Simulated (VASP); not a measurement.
Here is a VASP 6.6.1 calculation.

Contents of INCAR:

```
  PREC = Accurate
  ENCUT = 600
  EDIFF = 1E-7
  ISMEAR = 0
  SIGMA = 0.02
  LREAL = F
  LASPH = T
  NELM = 100
  ALGO = Normal
  ISIF = 3
  LWAVE = F
  LCHARG = F
  GGA = RP
  IBRION = 2
  NSW = 90
  EDIFFG = -0.005
```

Contents of KPOINTS:

```
Automatic mesh
0
Gamma
  9 9 6
```

POSCAR

```
AlN
1.0
    3.3121157400      0.0000000000      0.0000000000
   -1.6560578700      2.8683763700      0.0000000000
    0.0000000000      0.0000000000      4.1875630000
Al N
2 2
Direct
    0.3333333300      0.6666666700      0.7500000000
    0.6666666700      0.3333333300      0.2500000000
    0.3333333300      0.6666666700      0.2500000000
    0.6666666700      0.3333333300      0.7500000000
```

Potentials or basis: VASP PAW PBE potentials, release 64 (Al, N).

Command:

```console
$ cat potpaw_PBE.64/Al/POTCAR potpaw_PBE.64/N/POTCAR > POTCAR
$ mpirun -np 1 vasp_std > vasp.out
```

(1) Predict the space group after relaxing (to 0.05 Å).

(2) What does it give for the relaxed volume?

(3) Estimate the relaxed cell.

## Answers

(1) P6_3/mmc (No. 194).

(2) 10.11 Å³/atom.

(3) a = 3.327 Å, b = 3.327 Å, c = 4.220 Å, α = 90.00°, β = 90.00°, γ = 120.00°.

Caveat: the PAW data sets were made with another functional, which shifts forces and pressure a little.
